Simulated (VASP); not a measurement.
# Ba (a cell with a defect) in VASP: notebook, part 2 of 2

VASP 6.6.1. Earlier steps stand in the parts before.

### Step 4. Single point, LDA

File INCAR:

```
SYSTEM = Ba
ALGO = Fast ; EDIFF = 1E-7
ENCUT = 520 ; ISIF = 2
ISMEAR = 0 ; LASPH = .True.
LCHARG = .False. ; LREAL = .False.
LWAVE = .False. ; NBANDS = 44
NELM = 100 ; PREC = Accurate
SIGMA = 0.1
```

File KPOINTS:

```
Automatic mesh
0
Gamma
  1 1 1
  0.5 0.5 0.5
```

File POSCAR:

```
Ba
1.0
    0.0000000000      6.4653300000      6.4653300000
    6.4653300000      0.0000000000      6.4653300000
    6.4653300000      6.4653300000      0.0000000000
Ba
7
Direct
   -0.1252565608      0.0691400130      0.1281860323
    0.1839855816      0.4111787797     -0.0775351761
   -0.1427446859      0.5675208381      0.6263266531
    0.6837500947     -0.0892172557     -0.0731475424
    0.3511765834      0.0594995924      0.6079439874
    0.3700270520      0.5697310114      0.1129637621
    0.6790618576      0.4121470984      0.4252622836
```

Potentials or basis: VASP PAW LDA potentials, release 64 (Ba_sv).

Run with:

```bash
cat potpaw_LDA.64/Ba_sv/POTCAR > POTCAR
mpirun -np 1 vasp_std > vasp.out
```

OUTCAR:

```text
SYSTEM = Ba
   EDIFF = 1E-7
   ENCUT = 520
   ISIF = 2
   ISMEAR = 0
   LASPH = .True.
   LREAL = .False.
   NELM = 100
   PREC = Accurate

 ion  position               nearest neighbor table
   1  0.875  0.069  0.128-   4 4.12   7 4.30   2 4.35   6 4.55   3 4.57   5 4.57   3 4.58   6 4.60
                             5 4.60
   2  0.184  0.411  0.922-   6 4.00   3 4.27   1 4.35   7 4.54   5 4.57   4 4.57   4 4.57   7 4.61

   3  0.857  0.568  0.626-   7 4.00   2 4.27   4 4.38   6 4.45   5 4.57   1 4.57   1 4.58   5 4.59
                             6 4.69
   4  0.684  0.911  0.927-   1 4.12   3 4.38   6 4.43   5 4.51   7 4.56   2 4.57   2 4.57   7 4.59

   5  0.351  0.059  0.608-   4 4.51   6 4.56   3 4.57   2 4.57   1 4.57   3 4.59   6 4.60   1 4.60
                             7 4.63
   6  0.370  0.570  0.113-   2 4.00   7 4.25   4 4.43   3 4.45   1 4.55   5 4.56   1 4.60   5 4.60
                             3 4.69
   7  0.679  0.412  0.425-   3 4.00   6 4.25   1 4.30   2 4.54   4 4.56   4 4.59   2 4.61   5 4.63

  LATTYP: Found a face centered cubic cell.
 ALAT       =    12.9306600000

  Lattice vectors:

 A1 = (   0.0000000000,   6.4653300000,   6.4653300000)
[... 174 lines left out ...]
 Fermi energy:         0.7656089850

 k-point     1 :       0.5000    0.5000    0.5000
  band No.  band energies     occupation
      1     -28.3748      2.00000
      2     -28.3625      2.00000
      3     -28.3572      2.00000
      4     -28.3286      2.00000
      5     -28.2952      2.00000
      6     -28.2795      2.00000
[... 177 lines left out ...]
     43       1.5244      0.00000
     44       1.6347      0.00000

------------------------ aborting loop because EDIFF is reached ----------------------------------------

  FORCE on cell =-STRESS in cart. coord.  units (eV):
  Direction    XX          YY          ZZ          XY          YZ          ZX
  --------------------------------------------------------------------------------------
  -------------------------------------------------------------------------------------
  Total       -4.7225206     -4.1482584     -5.0378956      1.4156353      1.3623002      1.2955424
  in kB      -13.9985277    -12.2962958    -14.9333642      4.1962357      4.0381395      3.8402554
  external PRESSURE =     -13.7427292 kB  Pullay stress =       0.0000000 kB

 VOLUME and BASIS-vectors are now :
 -----------------------------------------------------------------------------
  energy-cutoff  :      520.00
  volume of cell :      540.51
      direct lattice vectors                 reciprocal lattice vectors
     0.000000000  6.465330000  6.465330000    -0.077335573  0.077335573  0.077335573
     6.465330000  0.000000000  6.465330000     0.077335573 -0.077335573  0.077335573
     6.465330000  6.465330000  0.000000000     0.077335573  0.077335573 -0.077335573

 POSITION                                       TOTAL-FORCE (eV/Angst)
 -----------------------------------------------------------------------------------
      1.27578      6.48427      6.10252         0.025739     -0.078941      0.025542
      8.62245      7.15357      3.84793        -0.003766      0.046034      0.041690
      7.71862      9.59185      9.21165         0.082554      0.077753     -0.078592
     11.88092     10.41308     10.30918         0.052746     -0.009370      0.056292
      4.31524      6.20103      2.65516        -0.159120     -0.173263     -0.126083
      4.41385      3.12270      6.07585        -0.060048      0.068462      0.075976
      5.41413      7.13982      7.05503         0.061895      0.069326      0.005175
 -----------------------------------------------------------------------------------
    total drift:                               -0.000083     -0.000287     -0.000054

  FREE ENERGIE OF THE ION-ELECTRON SYSTEM (eV)
  ---------------------------------------------------
  free  energy   TOTEN  =       -12.9841926156 eV

  energy  without entropy=      -12.9169255204  energy(sigma->0) =      -12.95055907
```

stdout:

```text
POSCAR found type information on POSCAR Ba
 POSCAR found :  1 types and       7 ions
 scaLAPACK will be used
 LDA part: xc-table for (Slater(with rela. corr.)+CA(PZ))
 , standard interpolation
 POSCAR, INCAR and KPOINTS ok, starting setup
 FFT: planning ... GRIDC
 FFT: planning ... GRID_SOFT
 FFT: planning ... GRID
 WAVECAR not read
 entering main loop
WARNING in EDDRMM: call to ZHEGV failed, returncode =   8  4     30
 num prob  num prob  num prob RMM:  27    -0.129841921770E+02   -0.33123E-06   -0.31075E-06   263   0.107E-03    0.243E-03
 num prob  num prob RMM:  28    -0.129841924279E+02   -0.25089E-06   -0.25939E-06   212   0.858E-04    0.237E-03
 num prob  num prob  num prob  num prob  num prob  num prob RMM:  29    -0.129841925472E+02   -0.11932E-06   -0.12993E-06   198   0.723E-04    0.231E-03
 num prob  num prob  num prob RMM:  30    -0.129841926156E+02   -0.68393E-07   -0.71364E-07   192   0.644E-04
```

It took 5.7 min on 1 thread of Intel Xeon Platinum 8488C (Sapphire Rapids), shared host; peak memory 0.5 GiB.

Results:

| Quantity | Value |
| --- | --- |
| Free energy | -12.9842 eV |
| Pressure | -1.4 GPa |
| Largest force | 0.267 eV/Å |
| Band gap on the k mesh | none (metal or under the smearing width) |

Forces in eV/Å, atoms in the order of the input:
```
Ba   0.026 -0.079  0.026
Ba  -0.004  0.046  0.042
Ba   0.083  0.078 -0.079
Ba   0.053 -0.009  0.056
Ba  -0.159 -0.173 -0.126
Ba  -0.060  0.068  0.076
Ba   0.062  0.069  0.005
```

Levels at points of the mesh, in eV from the Fermi level:
```tsv
k point	band 32	band 33	band 34	band 35	band 36	band 37	band 38	band 39
(0.50, 0.50, 0.50)	-0.77	-0.68	-0.44	-0.24	-0.24	0.16	0.27	0.28
(0.50, 0.00, 0.00)	-0.29	-0.25	-0.11	-0.02	0.11	0.26	0.32	0.39
(0.00, 0.00, 0.50)	-0.30	-0.26	-0.11	-0.03	0.10	0.26	0.32	0.40
(0.00, 0.50, 0.00)	-0.23	-0.21	-0.15	-0.02	0.09	0.23	0.33	0.35
```

Spin-orbit coupling is left out, which matters for the levels of Ba.

### Step 5. Single point, LDA

File INCAR:

```
  PREC = Accurate
  ENCUT = 520
  EDIFF = 1E-6
  ISMEAR = 0
  SIGMA = 0.1
  LREAL = F
  LASPH = T
  NELM = 100
  ALGO = Normal
  ISIF = 2
  LWAVE = F
  LCHARG = T
  LELF = T
  LVHAR = T
  NBANDS = 44
```

KPOINTS is that of step 4.

File POSCAR:

```
Ba
1.0
    0.0000000000      6.4653300000      6.4653300000
    6.4653300000      0.0000000000      6.4653300000
    6.4653300000      6.4653300000      0.0000000000
Ba
7
Direct
   -0.1146968523      0.1115358381      0.0225409995
    0.1452065092      0.3579889967      0.0145110922
   -0.1009631372      0.6135898709      0.5264643877
    0.6458051639     -0.1398965714      0.0113082395
    0.3818586213      0.0965135577      0.5169449974
    0.3966601086      0.6002091927      0.0224416232
    0.6461295092      0.3600591926      0.5107886991
```

Run with:

```bash
cat potpaw_LDA.64/Ba_sv/POTCAR > POTCAR
mpirun -np 1 vasp_std > vasp.out
```

It took 2.4 min on 1 thread of Intel Xeon Platinum 8488C (Sapphire Rapids), shared host; peak memory 0.49 GiB.

The run converged. Its results:

```
Free energy            : -12.8618 eV
Pressure               : -1.4 GPa
Largest force          : 0.316 eV/Å
Band gap on the k mesh : none (metal or under the smearing width)
```

Forces on the atoms (eV/Å):
```
Ba   0.171 -0.152  0.008
Ba  -0.008 -0.005  0.010
Ba   0.086  0.087  0.291
Ba  -0.010 -0.001  0.002
Ba  -0.085 -0.084 -0.287
Ba  -0.149  0.168  0.009
Ba  -0.004 -0.013 -0.034
```

Stress tensor (GPa, compression positive):
```
-1.86  0.13  0.60
 0.13 -1.86  0.60
 0.60  0.60 -0.44
```

Levels at points of the mesh, in eV from the Fermi level:
```
           k point  band 33  band 34  band 35  band 36  band 37  band 38
(0.50, 0.50, 0.50)    -0.54    -0.37    -0.25    -0.04     0.13     0.25
(0.50, 0.00, 0.00)    -0.22    -0.10    -0.04     0.04     0.31     0.38
(0.00, 0.00, 0.50)    -0.13    -0.11     0.00     0.11     0.20     0.30
(0.00, 0.50, 0.00)    -0.22    -0.10    -0.04     0.04     0.32     0.39
```

### Step 6. Single point, LDA

File INCAR:

```
PREC     = Accurate       # precision mode
ENCUT    = 520            # plane-wave cutoff, eV
EDIFF    = 1E-7           # SCF threshold, eV
ISMEAR   = 0              # smearing method
SIGMA    = 0.1            # smearing width, eV
LREAL    = F              # projectors in reciprocal space
LASPH    = T              # aspherical terms in the spheres
NELM     = 100            # most SCF steps
ALGO     = Normal         # electronic algorithm
ISIF     = 2              # what is computed and relaxed
LWAVE    = F              # write WAVECAR
LCHARG   = F              # write CHGCAR
GGA      = CA             # functional
NBANDS   = 44             # bands
```

KPOINTS is that of step 5.

File POSCAR:

```
Ba
1.0
    0.0000000000      6.4653300000      6.4653300000
    6.4653300000      0.0000000000      6.4653300000
    6.4653300000      6.4653300000      0.0000000000
Ba
7
Direct
   -0.0839396442      0.1397230304     -0.0749899077
    0.0993011958      0.3145151137      0.1008830176
   -0.0671885271      0.6477556443      0.4328114729
    0.6008608996     -0.1867688115      0.1008608996
    0.4250100923      0.1397230304      0.4160603558
    0.4250731208      0.6305368790     -0.0749268792
    0.6008830176      0.3145151137      0.5993011958
```

Potentials or basis: VASP PAW LDA potentials, release 64 (Ba_sv).

Run with:

```bash
cat potpaw_LDA.64/Ba_sv/POTCAR > POTCAR
mpirun -np 1 vasp_std > vasp.out
```

It took 2.1 min on 1 thread of Intel Xeon Platinum 8488C (Sapphire Rapids), shared host; peak memory 0.48 GiB.

The run converged. Its results:

* Free energy: -12.9857 eV
* Pressure: -1.4 GPa
* Largest force: 0.290 eV/Å
* Band gap on the k mesh: none (metal or under the smearing width)

Forces in eV/Å, atoms in the order of the input:
```
Ba   0.021 -0.076 -0.077
Ba   0.019 -0.027 -0.026
Ba   0.166  0.169  0.166
Ba  -0.028  0.018 -0.028
Ba  -0.077 -0.076  0.021
Ba  -0.076  0.019 -0.076
Ba  -0.026 -0.027  0.019
```

Stress tensor (GPa, compression positive):
```
-1.37  0.43  0.42
 0.43 -1.36  0.43
 0.42  0.43 -1.37
```

Levels at points of the mesh, in eV from the Fermi level:
```
           k point  band 31  band 32  band 33  band 34  band 35  band 36  band 37  band 38  band 39  band 40
(0.50, 0.50, 0.50)    -0.80    -0.80    -0.69    -0.45    -0.26    -0.26     0.17     0.28     0.28     0.49
(0.50, 0.00, 0.00)    -0.35    -0.27    -0.24    -0.13    -0.02     0.10     0.26     0.34     0.36     0.44
(0.00, 0.50, 0.00)    -0.35    -0.27    -0.24    -0.13    -0.02     0.10     0.26     0.34     0.36     0.44
```

The run has no spin-orbit coupling, so splittings on Ba are missing.
